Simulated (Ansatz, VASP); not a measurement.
## One calculation of Ni, two programs

File INCAR:

```
PREC     = Accurate       # precision mode
ENCUT    = 520            # plane-wave cutoff, eV
EDIFF    = 1E-6           # SCF threshold, eV
ISMEAR   = 0              # smearing method
SIGMA    = 0.05           # smearing width, eV
LREAL    = F              # projectors in reciprocal space
LASPH    = T              # aspherical terms in the spheres
NELM     = 150            # most SCF steps
ALGO     = Fast           # electronic algorithm
ISIF     = 2              # what is computed and relaxed
LWAVE    = F              # write WAVECAR
LCHARG   = F              # write CHGCAR
ISPIN    = 2              # spin polarisation
MAGMOM   = 0.76           # initial moments
LORBIT   = 11             # projections on sites
LMAXMIX  = 4              # l up to which the mixer works
GGA      = PE             # functional
NBANDS   = 15             # bands
```

KPOINTS

```
regular mesh
0
Gamma
  22 22 22
```

File POSCAR:

```
Ni
1.0
    0.0000000000      1.7593096176      1.7593096176
    1.7593096176      0.0000000000      1.7593096176
    1.7593096176      1.7593096176      0.0000000000
Ni
1
Direct
    0.0000000000      0.0000000000      0.0000000000
```

Input for Ansatz:

```yaml
crystal:
  lattice:
    - [0.0, 1.7593096176, 1.7593096176]
    - [1.7593096176, 0.0, 1.7593096176]
    - [1.7593096176, 1.7593096176, 0.0]
  atoms:
    - { symbol: Ni, position: [0.0, 0.0, 0.0], spin: 0.76 }
basis:
  ecutwfc: 420
  ecutrho_ratio: 4
kpoints:
  mp_grid: { grid: [22, 22, 22] }
hamiltonian:
  xc: pbe
scf:
  occupations: { method: gaussian, width: 0.05 }
output:
  forces: true
  stress: true
  eigenvalues: true
  populations: true
magnetization:
  spin_polarized: true
```

Alike in both runs: task single point; functional PBE; k mesh 22 × 22 × 22; occupations gaussian, width 0.05 eV; collinear spin.

```csv
,VASP,Ansatz
version,VASP 6.6.1,Ansatz 0.2.0
potentials or method,"VASP PAW PBE potentials, release 64 (Ni)","scalar-relativistic, plane waves, PAW"
plane-wave cutoff (eV),520,420
valence electrons in the cell,10,18
```

|  | VASP | Ansatz | Ansatz less VASP |
| --- | --- | --- | --- |
| gap on the k mesh at the Fermi level (eV) | none | none | - |
| pressure (GPa) | -0.5 | 0.0 | +0.45 |
| net moment per atom (μB) | 0.65 | 0.65 | +0.005 |
| size of the moment on the site where the two differ most (μB) | 0.66 | 0.69 | +0.032 |

Site moments also hang on the region over which each program counts them. A gap of «none» marks a metal or a gap that the smearing closes. The functional is the same, so the differences come from potentials, cutoffs and numerics. The two sets of potentials don't hold the same shells in valence.
